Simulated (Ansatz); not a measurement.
Consider the substitution at a C–B bond: `BC(F)F` + H–F → `FC(F)F` + BH₃.

Isolated molecules relaxed with PBE0-D4/def2-TZVP in Ansatz; ΔE leaves out vibrations. CBS: MP2 limit from def2 TZ/QZ plus the TZ coupled-cluster correction, frozen cores. This one scheme is used for every species. DFT in def2-TZVPP.

```tsv
level	ΔE (kcal/mol)
PBE0-D4	0.9
CAM-B3LYP-D4	-0.2
PBE0	0.6
MP2/CBS(def2)	3.4
```

Problem. What does CCSD(T)/CBS give? (Best estimate.)

Solution. Computed: +2.5 kcal/mol. The listed levels differ from it by -1.6, -2.7, -1.9, 0.9 kcal/mol.

Largest T1 diagnostic among the species: 0.012.

From BLYP to BHLYP (50 % exact exchange), in def2-TZVPP and without D4, ΔE moves by −1.6 kcal/mol. Leaving LDA and LC-ωPBE aside and taking each functional with its dispersion term where it has one, the values, not all of them listed here, spread over 3.5 kcal/mol, from B97M-V to revPBE-D4.

CCSD(T)/CBS has its own doubt, a few kJ/mol and more with outer-core shells, so smaller differences from it don't rank the levels.
